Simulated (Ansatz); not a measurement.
Equilibrium properties in the simple cubic structure, computed with PBE in Ansatz (plane waves, PAW datasets (generated hard set); cutoff 700 eV), no spin polarisation, no spin–orbit coupling, Fermi–Dirac smearing of 0.061 eV, k-spacing 0.11 to 0.12 Å⁻¹:

| crystal | a₀ (Å) | V₀ (Å³/atom) | B₀ (GPa) |
| --- | --- | --- | --- |
| Al | 2.722 | 20.16 | 57 |
| P | 2.445 | 14.62 | 113 |
| V | 2.448 | 14.67 | 138 |
| Cr | 2.340 | 12.81 | 189 |
| Cu | 2.407 | 13.94 | 103 |
| Zn | 2.630 | 18.18 | 48 |

Q: Give the same for K, Ca, Ga.

A: 
```json
{"crystal": "K", "a₀ (Å)": "4.298", "V₀ (Å³/atom)": "79.41", "B₀ (GPa)": "2.8"}
{"crystal": "Ca", "a₀ (Å)": "3.520", "V₀ (Å³/atom)": "43.61", "B₀ (GPa)": "10.9"}
{"crystal": "Ga", "a₀ (Å)": "2.718", "V₀ (Å³/atom)": "20.08", "B₀ (GPa)": "45"}
```

Model structures, not the usual forms at ambient conditions (metastable or hypothetical): Al, P, K, Ca, V, Cr, Cu, Zn, Ga. The k-mesh is modest, so these values aren't fully converged in k. Spin polarisation is left out, and a magnetic state may lie lower for Cr.
